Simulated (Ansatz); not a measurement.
Li2O:
```yaml
crystal:
  lattice:
    - [0.00000, 2.28637, 2.28637]
    - [2.28637, 0.00000, 2.28637]
    - [2.28637, 2.28637, 0.00000]
  atoms:
    - { symbol: O, position: [0.00000, 0.00000, 0.00000] }
    - { symbol: Li, position: [0.25000, 0.25000, 0.25000] }
    - { symbol: Li, position: [0.75000, 0.75000, 0.75000] }
```

Relaxed with r²SCAN. Special points in fractions of this cell's reciprocal vectors: Γ (0.000, 0.000, 0.000); X (0.500, 0.000, 0.500); U (0.625, 0.250, 0.625); K (0.375, 0.375, 0.750); L (0.500, 0.500, 0.500); W (0.500, 0.250, 0.750).

Problem. List the band energies nearest the valence-band maximum at these points for DFT-r²SCAN in the program Ansatz with PAW potentials.

Solution. In eV from the valence-band maximum; about four levels below and three above (degenerate sets whole), none deeper than 8.9 eV; … stands for higher levels left out; points with the same levels are listed once.

| k | below | above |
|---|---|---|
| Γ | 0.00 0.00 0.00 | 6.20 … |
| X | -1.65 -1.42 -1.42 | 5.77 … |
| U | -2.05 -1.56 -1.11 | 7.40 12.92 … |
| L | -2.83 -0.46 -0.46 | 10.28 11.04 … |
| W | -1.84 -1.53 -1.53 | 8.02 11.63 … |

Space group Fm-3m (anti-fluorite). The r²SCAN relaxation kept the symmetry of its start.

Potentials: the later of the program's two PAW sets.
